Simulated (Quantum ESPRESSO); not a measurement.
**MoS2 in Quantum ESPRESSO: the effect of functional**

MoS2:

```
CELL_PARAMETERS angstrom
3.16900 0.00000 0.00000
-1.58450 2.74443 0.00000
0.00000 0.00000 12.32400
ATOMIC_POSITIONS crystal
Mo 0.66667 0.33333 0.75000
Mo 0.33333 0.66667 0.25000
S 0.66667 0.33333 0.37700
S 0.33333 0.66667 0.87700
S 0.66667 0.33333 0.12300
S 0.33333 0.66667 0.62300
```

Alike in all runs:

| Property | Result |
| --- | --- |
| Program | Quantum ESPRESSO 7.5 |
| Task | dielectric tensor |
| Cutoff | 1088 eV |
| Density cutoff | 4354 eV |
| k mesh | 4 × 4 × 2, shifted |
| Occupations | fermi-dirac, width 0.05 eV |
| Spin | no spin polarisation |

```tsv
functional	potentials or basis	pressure (GPa)	largest force (eV/Å)
LDA	PseudoDojo 0.4.1 SR LDA standard	-6.0	0.50
PBE	PseudoDojo 0.4.1 SR PBE standard	1.6	0.09
PBEsol	PseudoDojo 0.4.1 SR PBEsol standard	-3.3	0.34
WC	PseudoDojo 0.4.1 SR PBE standard	?	?
BLYP	PseudoDojo 0.4.1 SR PBE standard	9.5	0.36
```

**Question.** What does the run with functional WC give?

**Answer.** Pressure -2.2 GPa; largest force 0.21 eV/Å.

Caveats: all runs use coarse meshes; this functional lacks dispersion, which binds the layers, so the pressure and a relaxed spacing across them are unreliable (some runs); the cell is more than 3 GPa from zero pressure, which shifts response properties (some runs); the potentials were made for another functional, which shifts forces and pressure (some runs).
